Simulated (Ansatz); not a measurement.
# Cu/BN/Cu: conductance against the thickness of the layer

Wanted: T(E), the conductance and its decay constant for Cu/BN/Cu. Both electrodes are Cu fcc(001); the barrier is BN zinc blende(001) (B and B faces). In the first transport cell, after relaxation, the nearest pair of electrode and barrier is Cu–B at 2.36 Å, at a slant, at the lower face and Cu–B at 2.36 Å, at a slant, at the upper one. All share a net of side 2.567 Å, which strains the lower electrode by +0.0 % and the barrier by +0.0 %, against typed lattice constants near PBE's. The first steps treat the bulk electrodes alone.

Method: PBE DFT, plane waves, PAW files, in the first sound run; inputs show where later runs differ, in Ansatz 0.2.0.

## 1. The structure

Symmetry: Fm-3m, No. 225, cubic system. Conventional cell: a = 3.630 Å, b = 3.630 Å, c = 3.630 Å, α = 90.00°, β = 90.00°, γ = 90.00°. Cu has 12 Cu at 2.57 Å nearest.

## 2. Layer spacing of the electrode

The electrode is held to the junction's net and relaxed along the normal; its spacing is used for the ideal lead layers.

Contents of input.yaml:

```yaml
crystal:
  lattice:
    - [2.567, 0.0, 0.0]
    - [0.0, 2.567, 0.0]
    - [0.0, 0.0, 3.6297996498]
  atoms:
    - { symbol: Cu, position: [0.0, 0.0, 0.0] }
    - { symbol: Cu, position: [0.5, 0.5, 0.5] }
kpoints:
  mp_grid: { grid: [14, 14, 9] }
scf:
  occupations: { method: fermi_dirac, width: 0.1 }
  max_iter: 150
hamiltonian:
  xc: pbe
relax:
  f_tol: 0.01
  max_steps: 40
  cell: { fix: [a, b, angles] }
```

On the command line:

```bash
$ ansatz run input.yaml --threads 4 --pin off --max-ram 12288MiB --backend cpu --events-out ev --progress --plain --runs-dir out
```

Numbers of over 12 decimals in the logs are rounded to 6 here.

What it wrote:

```text
Engine: ansatz 0.2.0, aarch64-unknown-linux-gnu
Pseudopotentials: kind: paw
Pseudopotential: Cu, paw, valence charge 19, recommended cutoff 420 eV (normal), Cu.paw.azcp
Functional definition: PBE
  parameter kappa = 0.804
  parameter beta = 0.066725
  exchange = pbe_x(kappa = kappa, mu = beta*pi^2/3)
  correlation = pbe_c(beta = beta)
Crystal: 2 atoms, lattice volume = 23.919 Å³
Basis set: ecut = 420 eV, 481 PW (Γ), exchange–correlation on 36×36×50 points (8 copies of the dense FFT grid, shifted against one another)
Bands: 23, of which v1, the nominal top of the filled ones, is band 19 counted from 1 (18 counted from 0)
Symmetry: 32 space group operations
Space group: I4/mmm (ITA 139), of the structure as read, at distance tolerance 2.9e-5 Å
k-points: 180 of 1764
Non-local potential: Cu, projectors of the file, l = 0: 3, l = 1: 2, l = 2: 3, l = 3: 1
PAW form: soft (Blöchl's): semilocal exchange-correlation on the pseudo side does not see the compensation charge
PAW one-centre angular grid: Cu, 590 points (default); XC on 64 Gauss nodes
Initial density: superposition of atomic densities (neutral atoms: chi_scale 0, normalization atom), corrected by the library's trained network
Initial wavefunctions: pseudopotential atomic-orbital guess
Functional: x = pbe(κ = 0.804, μ = 0.219515), c = pbe(β = 0.066725)
SCF iter   1: F=—  HF=-13250.359682 eV  |F-HF|=—  |Δ(HF+E_count)|=         —  Δρ=7.13e-4  dr2=2.55e-5  ethr=1.77e-3  ⟨swp⟩=4.9  Hψ=15039  notcnv=0
preconditioner: auto → none  [metal: Δε(μ)=0.121 eV  Ē_g=10.628 eV  σ=0.100 eV  W_gap=0.29  n_scr=6 (ndim 8)  ℏωp=35.6 eV  f_vac=0.000  D(μ)=0.56/eV (n_scr^D=2)  sad-step TF]
SCF iter   2: F=—  HF=-13250.360012 eV  |F-HF|=—  |Δ(HF+E_count)|=   3.30e-4  Δρ=4.85e-4  dr2=2.04e-5  ethr=6.71e-8  ⟨swp⟩=3.1  Hψ=11358  notcnv=0
SCF iter   3: F=—  HF=-13250.360039 eV  |F-HF|=—  |Δ(HF+E_count)|=   2.70e-5  Δρ=1.83e-4  dr2=1.96e-6  ethr=5.37e-8  ⟨swp⟩=2.0  Hψ=6037  notcnv=0
iter 4 did not close the SCF: its close was put off for the readings that it lacked (scf_convergence_deferred on its scf_iter line)
SCF iter   4: F=-13250.360044 eV  HF=-13250.360044 eV  |F-HF|=9.44e-8  |Δ(HF+E_count)|=   4.94e-6  Δρ=2.53e-5  dr2=4.48e-8  ethr=5.15e-9  ⟨swp⟩=2.0  Hψ=6115  notcnv=0
iter 5 did not close the SCF: its close was put off for the readings that it lacked (scf_convergence_deferred on its scf_iter line)
SCF iter   5: F=-13250.360044 eV  HF=-13250.360044 eV  |F-HF|=2.31e-10  |Δ(HF+E_count)|=   1.01e-7  Δρ=3.42e-6  dr2=5.44e-10  ethr=1.18e-10  ⟨swp⟩=2.1  Hψ=5943  notcnv=0
SCF iter   6: F=-13250.360044 eV  HF=-13250.360044 eV  |F-HF|=9.09e-12  |Δ(HF+E_count)|=   1.08e-9  Δρ=2.59e-7  dr2=8.84e-12  ethr=1.43e-12  ⟨swp⟩=1.8  Hψ=12656  notcnv=0
SCF 1 converged in 6 iterations: F = -13250.360044 eV  dr2 = 8.84e-12
  greatest PAW one-centre occupation: 1.000 electrons in one spin orbital (limit 2), on the Cu atom at site 1 (counted from 0), in its partial waves of l = 0
relax step   1: F+E_penalty+E_count = -13250.36004403 eV  Δ(F+E_penalty+E_count) = +0.000e0 eV  max|allowed force component| = 1.509e-29 eV/Å  Δτ_max = 0.0000 Å  P = -0.041 GPa  Ω = 23.919 Å³  fix = [a, b, alpha, beta, gamma]  reactions: a +0.088, b +0.088 GPa  (6 SCF iters, dr2 threshold 1.00e-7 eV, accepted)
Crystal: 2 atoms, lattice volume = 23.903 Å³
Initial density: handed on by an earlier stage of this run
Initial wavefunctions: those handed on with the density
iter 1 solved again at ethr=2.26e-8 eV; its pass at ethr=3.10e-3 eV (dr2=8.60e-6 eV) is discarded
SCF iter   1: F=—  HF=-13250.360083 eV  |F-HF|=—  |Δ(HF+E_count)|=         —  Δρ=2.39e-4  dr2=8.71e-6  ethr=2.26e-8  ⟨swp⟩=2.1  Hψ=19021  notcnv=0
preconditioner: auto → none  [metal: Δε(μ)=0.122 eV  Ē_g=10.632 eV  σ=0.100 eV  W_gap=0.29  n_scr=6 (ndim 8)  ℏωp=35.6 eV  f_vac=0.000  D(μ)=0.56/eV (n_scr^D=2)]
SCF iter   2: F=—  HF=-13250.360079 eV  |F-HF|=—  |Δ(HF+E_count)|=   4.29e-6  Δρ=2.42e-5  dr2=4.82e-8  ethr=2.26e-8  ⟨swp⟩=2.1  Hψ=5724  notcnv=0
iter 3 did not close the SCF: its close was put off for the readings that it lacked (scf_convergence_deferred on its scf_iter line)
SCF iter   3: F=-13250.360079 eV  HF=-13250.360079 eV  |F-HF|=3.22e-8  |Δ(HF+E_count)|=   9.54e-8  Δρ=1.66e-5  dr2=5.08e-8  ethr=1.27e-10  ⟨swp⟩=2.0  Hψ=7598  notcnv=0
iter 4 did not close the SCF: its close was put off for the readings that it lacked (scf_convergence_deferred on its scf_iter line)
SCF iter   4: F=-13250.360079 eV  HF=-13250.360079 eV  |F-HF|=6.06e-10  |Δ(HF+E_count)|=   1.08e-8  Δρ=2.09e-6  dr2=2.36e-10  ethr=1.27e-10  ⟨swp⟩=2.1  Hψ=5428  notcnv=0
iter 5 did not close the SCF: its close was put off for the readings that it lacked (scf_convergence_deferred on its scf_iter line)
SCF iter   5: F=-13250.360079 eV  HF=-13250.360079 eV  |F-HF|=7.28e-11  |Δ(HF+E_count)|=  6.62e-10  Δρ=5.87e-7  dr2=4.35e-11  ethr=1.00e-12  ⟨swp⟩=2.1  Hψ=7372  notcnv=0
SCF iter   6: F=-13250.360079 eV  HF=-13250.360079 eV  |F-HF|=1.82e-12  |Δ(HF+E_count)|=  1.64e-11  Δρ=4.10e-8  dr2=1.65e-13  ethr=1.00e-12  ⟨swp⟩=1.0  Hψ=9028  notcnv=0
SCF 2 converged in 6 iterations: F = -13250.360079 eV  dr2 = 1.65e-13
relax step   2: F+E_penalty+E_count = -13250.36007876 eV  Δ(F+E_penalty+E_count) = -3.473e-5 eV  max|allowed force component| = 9.023e-30 eV/Å  Δτ_max = 0.0000 Å  P = +0.048 GPa  Ω = 23.903 Å³  energy of the carried Pulay correction = +1.158e-5 eV  fix = [a, b, alpha, beta, gamma]  reactions: a +0.165, b +0.165 GPa  (6 SCF iters, dr2 threshold 2.00e-7 eV, accepted)
Crystal: 2 atoms, lattice volume = 23.879 Å³
iter 1 solved again at ethr=5.95e-8 eV; its pass at ethr=3.10e-3 eV (dr2=2.26e-5 eV) is discarded
SCF iter   1: F=—  HF=-13250.360119 eV  |F-HF|=—  |Δ(HF+E_count)|=         —  Δρ=3.88e-4  dr2=2.29e-5  ethr=5.95e-8  ⟨swp⟩=2.1  Hψ=19025  notcnv=0
preconditioner: auto → none  [metal: Δε(μ)=0.122 eV  Ē_g=10.640 eV  σ=0.100 eV  W_gap=0.29  n_scr=6 (ndim 8)  ℏωp=35.6 eV  f_vac=0.000  D(μ)=0.56/eV (n_scr^D=2)]
SCF iter   2: F=—  HF=-13250.360112 eV  |F-HF|=—  |Δ(HF+E_count)|=   7.21e-6  Δρ=3.90e-5  dr2=1.26e-7  ethr=5.95e-8  ⟨swp⟩=2.1  Hψ=5734  notcnv=0
SCF iter   3: F=—  HF=-13250.360112 eV  |F-HF|=—  |Δ(HF+E_count)|=   2.51e-7  Δρ=2.70e-5  dr2=1.33e-7  ethr=3.31e-10  ⟨swp⟩=2.0  Hψ=7598  notcnv=0
iter 4 did not close the SCF: its close was put off for the readings that it lacked (scf_convergence_deferred on its scf_iter line)
SCF iter   4: F=-13250.360112 eV  HF=-13250.360112 eV  |F-HF|=1.58e-9  |Δ(HF+E_count)|=   2.85e-8  Δρ=3.36e-6  dr2=6.07e-10  ethr=3.31e-10  ⟨swp⟩=2.1  Hψ=5459  notcnv=0
iter 5 did not close the SCF: its close was put off for the readings that it lacked (scf_convergence_deferred on its scf_iter line)
SCF iter   5: F=-13250.360112 eV  HF=-13250.360112 eV  |F-HF|=1.67e-10  |Δ(HF+E_count)|=   1.76e-9  Δρ=9.44e-7  dr2=1.13e-10  ethr=1.60e-12  ⟨swp⟩=2.0  Hψ=7573  notcnv=0
SCF iter   6: F=-13250.360112 eV  HF=-13250.360112 eV  |F-HF|=5.46e-12  |Δ(HF+E_count)|=  3.09e-11  Δρ=7.03e-8  dr2=5.01e-13  ethr=1.00e-12  ⟨swp⟩=1.1  Hψ=10519  notcnv=0
SCF 3 converged in 6 iterations: F = -13250.360112 eV  dr2 = 5.01e-13
relax step   3: F+E_penalty+E_count = -13250.36011184 eV  Δ(F+E_penalty+E_count) = -3.308e-5 eV  max|allowed force component| = 4.363e-30 eV/Å  Δτ_max = 0.0000 Å  P = +0.193 GPa  Ω = 23.879 Å³  energy of the carried Pulay correction = +3.037e-5 eV  fix = [a, b, alpha, beta, gamma]  reactions: a +0.289, b +0.289 GPa  (6 SCF iters, dr2 threshold 8.66e-8 eV, accepted)
Initial wavefunctions: pseudopotential atomic-orbital guess (no wavefunctions were taken with the density)
iter 1 solved again at ethr=4.16e-10 eV; its pass at ethr=3.10e-3 eV (dr2=1.58e-7 eV) is discarded
SCF iter   1: F=—  HF=-13250.360080 eV  |F-HF|=—  |Δ(HF+E_count)|=         —  Δρ=5.57e-6  dr2=1.05e-9  ethr=4.16e-10  ⟨swp⟩=4.2  Hψ=30599  notcnv=0
preconditioner: auto → none  [metal: Δε(μ)=0.122 eV  Ē_g=10.642 eV  σ=0.100 eV  W_gap=0.29  n_scr=6 (ndim 8)  ℏωp=35.6 eV  f_vac=0.000  D(μ)=0.55/eV (n_scr^D=2)]
SCF iter   2: F=—  HF=-13250.360077 eV  |F-HF|=—  |Δ(HF+E_count)|=   2.50e-6  Δρ=3.80e-6  dr2=1.35e-9  ethr=2.76e-12  ⟨swp⟩=2.0  Hψ=7678  notcnv=0
SCF iter   3: F=—  HF=-13250.360077 eV  |F-HF|=—  |Δ(HF+E_count)|=  6.04e-10  Δρ=1.35e-6  dr2=1.56e-10  ethr=2.76e-12  ⟨swp⟩=2.0  Hψ=5754  notcnv=0
iter 4 did not close the SCF: its close was put off for the readings that it lacked (scf_convergence_deferred on its scf_iter line)
SCF iter   4: F=-13250.360077 eV  HF=-13250.360077 eV  |F-HF|=1.82e-12  |Δ(HF+E_count)|=  2.18e-11  Δρ=1.89e-7  dr2=1.90e-12  ethr=1.00e-12  ⟨swp⟩=2.0  Hψ=5796  notcnv=0
iter 5 did not close the SCF: its close was put off for the readings that it lacked (scf_convergence_deferred on its scf_iter line)
SCF iter   5: F=-13250.360077 eV  HF=-13250.360077 eV  |F-HF|=3.64e-12  |Δ(HF+E_count)|=  3.64e-12  Δρ=2.04e-8  dr2=4.10e-14  ethr=1.00e-12  ⟨swp⟩=1.0  Hψ=4140  notcnv=0
iter 6 did not close the SCF: its close was put off for the readings that it lacked (scf_convergence_deferred on its scf_iter line)
SCF iter   6: F=-13250.360077 eV  HF=-13250.360077 eV  |F-HF|=3.64e-12  |Δ(HF+E_count)|=  7.28e-12  Δρ=3.36e-9  dr2=6.81e-16  ethr=1.00e-12  ⟨swp⟩=1.0  Hψ=4140  notcnv=0
iter 7 did not close the SCF: its close was put off for the readings that it lacked (scf_convergence_deferred on its scf_iter line)
SCF iter   7: F=-13250.360077 eV  HF=-13250.360077 eV  |F-HF|=0.00e0  |Δ(HF+E_count)|=  3.64e-12  Δρ=7.73e-10  dr2=3.51e-17  ethr=1.00e-12  ⟨swp⟩=1.0  Hψ=4140  notcnv=0
SCF iter   8: F=-13250.360077 eV  HF=-13250.360077 eV  |F-HF|=3.64e-12  |Δ(HF+E_count)|=  5.46e-12  Δρ=1.33e-10  dr2=1.24e-18  ethr=1.00e-12  ⟨swp⟩=1.4  Hψ=9657  notcnv=0
SCF 4 converged in 8 iterations: F = -13250.360077 eV  dr2 = 1.24e-18
relax step   4: F+E_penalty+E_count = -13250.36007727 eV  Δ(F+E_penalty+E_count) = +3.457e-5 eV  max|allowed force component| = 5.226e-30 eV/Å  Δτ_max = 0.0000 Å  P = +0.196 GPa  Ω = 23.879 Å³  fix = [a, b, alpha, beta, gamma]  reactions: a +0.291, b +0.291 GPa  stress off target by 5.25e-3 GPa on what of the cell is left free  SCF on the basis re-selected at this cell (its energy is not comparable with the rows above)  (8 SCF iters)
basis re-selected at this cell: Δ(F+E_penalty+E_count) = +3.457e-5 eV, ΔP = +0.003 GPa vs the last step (what re-selecting the basis moved, of the pressure what is left beyond the Pulay correction that the steps carried, after the strain that the cell walked since its last selection, with what the two solves' SCF thresholds leave and, on support functions, any second-order correction that the steps lacked; it is no m [...]
SCF converged after 8 iterations
Free energy (F): -13250.360077 eV
Harris-Foulkes:  -13250.360077 eV  (|F-HF|=3.64e-12)
Internal energy: -13250.341105 eV  (E = F + TS)
E sigma→0 (E₀):  -13250.350591 eV
Entropy (-TS):   -0.018972 eV (-9.486 meV/atom)
Fermi energy:    16.526661 eV
--- Per-component energies (eV) ---
  E_band       = -726.472369
  E_kinetic    = 599.614075
  E_local      = -8140.487833  (includes V_loc(G=0)·N_el)
  E_nonlocal   = 779.700344
  E_hartree    = 3584.749395
  E_xc         = -178.995217
  E_vxc        = -230.981350  (∫ρ·V_xc dr)
  E_paw        = -3325.827260  (= ΣΔE_a)
  E_vpaw       = -903.816925  (= ΣTr[D̂ρ^β])
  E_aug_tail   = 0.000530  (compensation charges beyond the density's cutoff)
  E_ewald      = -6569.095139
  E_smearing   = -0.018972  (= −TS)
  E_closure    = -0.000000  (closes the sum)
  Σ components = -13250.360077   (vs F -13250.360077, Δ=0.00e0)
--- Forces (eV/Å), atoms counted from 1 ---
  atom   1  Cu    -0.00000000     0.00000000     0.00000000
  atom   2  Cu    -0.00000000    -0.00000000     0.00000000
  max |Σ_I F_I| component: 1.77e-29 eV/Å
--- Stress (GPa, compression-positive) ---
        0.290845       0.000000      -0.000000
        0.000000       0.290845      -0.000000
       -0.000000      -0.000000       0.005254
  P = ⅓ Tr σ = 0.1956 GPa (1.956 kbar)
--- Relaxed structure (3 steps of the walk, 3 accepted, 1 SCFs on fresh bases) ---
  F+E_penalty+E_count = -13250.36007727 eV   max|allowed force component| = 5.226e-30 eV/Å   (the final SCF, on the basis selected at the relaxed cell)
  cell:  # Å, volume = 23.8786 Å³
    - [2.567, 0, 0]
    - [0, 2.567, 0]
    - [0, 0, 3.623743]
  atoms:
    - { symbol: Cu, position: [0.0, 0.0, 0.0] }
    - { symbol: Cu, position: [0.5, 0.5, 0.5] }
```

Wall time 5.2 s (4 threads of Arm Neoverse V1, shared host); peak memory 0.38 GiB; 19 s of CPU time.

Relaxation path:

| step | energy less that of the first step (eV) | largest force component (eV/Å) | pressure (GPa) | volume (Å³) |
| --- | --- | --- | --- | --- |
| 1 | 0.0000 | 0.0000 | -0.04 | 23.92 |
| 2 | 0.0000 | 0.0000 | 0.05 | 23.90 |
| 3 | -0.0001 | 0.0000 | 0.19 | 23.88 |
| 4* | 0.0000 | 0.0000 | 0.20 | 23.88 |

Relaxation steps marked * repeat the geometry before them on a plane-wave basis chosen anew for their cell, so energy and pressure can jump there.

The run keeps the 32 symmetry operations that it works with, so distortions that break them were not tested.

| cell as run | before | after | change |
| --- | --- | --- | --- |
| a (Å) | 2.567 | 2.567 | +0.0 % |
| b (Å) | 2.567 | 2.567 | +0.0 % |
| c (Å) | 3.630 | 3.624 | -0.2 % |
| volume (Å³/atom) | 11.96 | 11.94 | -0.2 % |

Final coordinates:

```xyz
2
Lattice="2.5670 0.0000 0.0000 0.0000 2.5670 0.0000 0.0000 0.0000 3.6237" Properties=species:S:1:pos:R:3 pbc="T T T"
Cu    0.0000    0.0000    0.0000
Cu    1.2835    1.2835    1.8119
```

Numbers from this step:

* free energy: -13250.3601 eV
* Fermi energy: 16.53 eV
* pressure: 0.1956 GPa

The cell shrank by 0.2 % in volume.

(Continued in part 2 of 6.)

[Logs are printed without paths, hosts, clocks, repeated set-up lines and the standing remarks that a program may print on its own settings, such as how far it seeks lower states.]

[Hosts, paths, dates, database ids (printed as entryN), source tags and the programs' standing remarks are cut or masked in the printed files.]
